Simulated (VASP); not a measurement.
Crystal: GaSb.

```
CELL_PARAMETERS angstrom
0.00000 3.05900 3.05900
3.05900 0.00000 3.05900
3.05900 3.05900 0.00000
ATOMIC_POSITIONS crystal
Sb 0.75000 0.75000 0.75000
Ga 0.00000 0.00000 0.00000
```

```yaml
Program: VASP 6.6.1
Task: relaxation of cell and atoms
Functional: PBE
Potentials_or_basis: VASP PAW PBE potentials, release 64 (Sb, Ga_d)
Cutoff: 600 eV
k_mesh: 8 × 8 × 8
Occupations: fermi-dirac, width 0.05 eV
Spin: no spin polarisation
```

At the start: pressure 2.4 GPa; volume 28.62 Å³/atom.

Problem. How do energy, volume and symmetry change on relaxing?

Solution. Over 3 steps the energy falls by 10.2 meV/atom and the volume is 30.04 Å³/atom (+4.9 %); space group F-43m (No. 216, to 0.05 Å).

Step by step:
```csv
step,energy change (eV),largest force (eV/Å),pressure (GPa),volume (Å³)
1,0.0000,0.0000,2.40,57.25
2,-0.0189,0.0000,-0.57,60.88
3,-0.0203,0.0000,-0.03,60.08
```

Final structure:
```
Sb Ga
1.0
     0.00000    3.10854    3.10854
     3.10854    0.00000    3.10854
     3.10854    3.10854    0.00000
Sb Ga
1 1
Cartesian
  4.6628 4.6628 4.6628
  0.0000 0.0000 0.0000
```
